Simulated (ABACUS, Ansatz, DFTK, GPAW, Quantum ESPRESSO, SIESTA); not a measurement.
# CsPbCl3: programs and potentials compared

```xyz
5
Lattice="5.6050 0.0000 0.0000 0.0000 5.6050 0.0000 0.0000 0.0000 5.6050" Properties=species:S:1:pos:R:3 pbc="T T T"
Pb    2.8025    2.8025    2.8025
Cs    0.0000    0.0000    0.0000
Cl    2.8025    0.0000    2.8025
Cl    0.0000    2.8025    2.8025
Cl    2.8025    2.8025    0.0000
```

Alike in all runs: task single point; functional PBE; k mesh 5 × 5 × 5; occupations fermi-dirac, width 0.05 eV; no spin polarisation; no spin-orbit coupling. Pressure is positive in compression and, in plane waves, holds the error of the finite cutoff, which Ansatz's Pulay term estimates and takes out.

| program and potentials | plane-wave cutoff (eV) | notes | pressure (GPa) |
| --- | --- | --- | --- |
| SIESTA, files PseudoDojo sr-pbe-0.4.1-standard, DZP (energy shift 0.003 Ry; two zetas on semicore shells; d shell added on Cs) | - | atomic basis | 2.12 |
| Quantum ESPRESSO, SSSP 1.3 efficiency PBE | 748 | - | 1.71 |
| DFTK, PseudoDojo SR PBE 0.4.1 standard (PBE) | 925 | - | ? |
| GPAW, GPAW PAW data sets (gpaw-data 1.2.1) | 600 | - | 1.61 |
| Ansatz, all-electron LAPW, scalar-relativistic | - | - | 1.74 |
| ABACUS, PseudoDojo NC SR 0.4.1 PBE standard, plane waves | 857 | - | 1.74 |
| Ansatz, Ansatz PAW (earlier soft set) | 420 | - | 1.73 |

Task: Estimate from the other rows what the run with DFTK, PseudoDojo SR PBE 0.4.1 standard (PBE) gave.

Result: Pressure 1.75 GPa. The other rows, which needn't bracket it: pressure 1.61 to 2.12.
